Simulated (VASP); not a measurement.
Wanted: the native input for a VASP 6.6.1 run.

```
Task                   : band structure
Functional             : PBE
Potentials or basis    : VASP PAW PBE potentials, release 64 (Ba_sv, Ti_sv, O)
Cutoff                 : 520 eV
k mesh                 : 8 × 8 × 8
Occupations            : gaussian, width 0.03 eV
Spin                   : no spin polarisation
Further INCAR settings : ALGO = Normal; EDIFF = 1e-06; NBANDS = 28
```

The structure of BaTiO3 lies in POSCAR:

```
BaTiO3                                  
1.0
    4.0319540223      0.0000000000      0.0000000000
    0.0000000000      4.0319540223      0.0000000000
    0.0000000000      0.0000000000      4.0319540223
  Ba              Ti              O             
     1     1     3
Direct
     0.5000000000000000    0.5000000000000000    0.5000000000000000
     0.0000000000000000    0.0000000000000000    0.0000000000000000
     0.5000000000000000    0.0000000000000000    0.0000000000000000
     0.0000000000000000    0.5000000000000000    0.0000000000000000
     0.0000000000000000    0.0000000000000000    0.5000000000000000
```

These files were run (other wordings do the same):

INCAR

```
  PREC = Accurate
  ENCUT = 520
  EDIFF = 1E-6
  ISMEAR = 0
  SIGMA = 0.03
  LREAL = False
  LASPH = True
  NELM = 80
  ALGO = Normal
  ISIF = 2
  LWAVE = False
  LCHARG = False
  LMAXMIX = 4
  GGA = PE
  NBANDS = 28
  ICORELEVEL = 1
```

KPOINTS

```
regular mesh
0
Gamma
  8 8 8
```

KPOINTS_OPT

```
explicit points
64
Reciprocal
 0.0000000000  0.0000000000  0.0000000000 1
 0.0000000000  0.0555555556  0.0000000000 1
 0.0000000000  0.1111111111  0.0000000000 1
 0.0000000000  0.1666666667  0.0000000000 1
 0.0000000000  0.2222222222  0.0000000000 1
 0.0000000000  0.2777777778  0.0000000000 1
 0.0000000000  0.3333333333  0.0000000000 1
 0.0000000000  0.3888888889  0.0000000000 1
 0.0000000000  0.4444444444  0.0000000000 1
 0.0000000000  0.5000000000  0.0000000000 1
 0.0000000000  0.5000000000  0.0000000000 1
 0.0555555556  0.5000000000  0.0000000000 1
 0.1111111111  0.5000000000  0.0000000000 1
 0.1666666667  0.5000000000  0.0000000000 1
 0.2222222222  0.5000000000  0.0000000000 1
 0.2777777778  0.5000000000  0.0000000000 1
 0.3333333333  0.5000000000  0.0000000000 1
 0.3888888889  0.5000000000  0.0000000000 1
 0.4444444444  0.5000000000  0.0000000000 1
 0.5000000000  0.5000000000  0.0000000000 1
 0.5000000000  0.5000000000  0.0000000000 1
 0.4444444444  0.4444444444  0.0000000000 1
 0.3888888889  0.3888888889  0.0000000000 1
 0.3333333333  0.3333333333  0.0000000000 1
 0.2777777778  0.2777777778  0.0000000000 1
 0.2222222222  0.2222222222  0.0000000000 1
 0.1666666667  0.1666666667  0.0000000000 1
 0.1111111111  0.1111111111  0.0000000000 1
 0.0555555556  0.0555555556  0.0000000000 1
 0.0000000000  0.0000000000  0.0000000000 1
 0.0000000000  0.0000000000  0.0000000000 1
 0.0555555556  0.0555555556  0.0555555556 1
 0.1111111111  0.1111111111  0.1111111111 1
 0.1666666667  0.1666666667  0.1666666667 1
 0.2222222222  0.2222222222  0.2222222222 1
 0.2777777778  0.2777777778  0.2777777778 1
 0.3333333333  0.3333333333  0.3333333333 1
 0.3888888889  0.3888888889  0.3888888889 1
 0.4444444444  0.4444444444  0.4444444444 1
 0.5000000000  0.5000000000  0.5000000000 1
 0.5000000000  0.5000000000  0.5000000000 1
 0.4444444444  0.5000000000  0.4444444444 1
 0.3888888889  0.5000000000  0.3888888889 1
 0.3333333333  0.5000000000  0.3333333333 1
 0.2777777778  0.5000000000  0.2777777778 1
 0.2222222222  0.5000000000  0.2222222222 1
 0.1666666667  0.5000000000  0.1666666667 1
 0.1111111111  0.5000000000  0.1111111111 1
 0.0555555556  0.5000000000  0.0555555556 1
 0.0000000000  0.5000000000  0.0000000000 1
 0.5000000000  0.5000000000  0.0000000000 1
 0.5000000000  0.5000000000  0.0555555556 1
 0.5000000000  0.5000000000  0.1111111111 1
 0.5000000000  0.5000000000  0.1666666667 1
 0.5000000000  0.5000000000  0.2222222222 1
 0.5000000000  0.5000000000  0.2777777778 1
 0.5000000000  0.5000000000  0.3333333333 1
 0.5000000000  0.5000000000  0.3888888889 1
 0.5000000000  0.5000000000  0.4444444444 1
 0.5000000000  0.5000000000  0.5000000000 1
 0.0000000000  0.0000000000  0.0000000000 1
 0.5000000000  0.5000000000  0.0000000000 1
 0.5000000000  0.5000000000  0.5000000000 1
 0.0000000000  0.5000000000  0.0000000000 1
```

Potentials or basis: VASP PAW PBE potentials, release 64 (Ba_sv, Ti_sv, O).

Launch:

```bash
$ cat potpaw_PBE.64/Ba_sv/POTCAR potpaw_PBE.64/Ti_sv/POTCAR potpaw_PBE.64/O/POTCAR > POTCAR
$ mpirun -np 1 vasp_std > vasp.out
```

Results of the run:

| Property | Result |
| --- | --- |
| Pressure | 0.1 GPa |
| Band gap on the k mesh | 1.70 eV, indirect (least direct gap 1.87 eV) |
| Band gap along the path | 1.70 eV, indirect (least direct gap 1.87 eV) |

Caveat: spin-orbit coupling is left out, which moves the levels of the heavy elements.

It took 65 s on 1 thread of AMD EPYC 9R45 96-Core Processor (Zen 5), with other jobs on the host, peak memory 0.21 GiB.
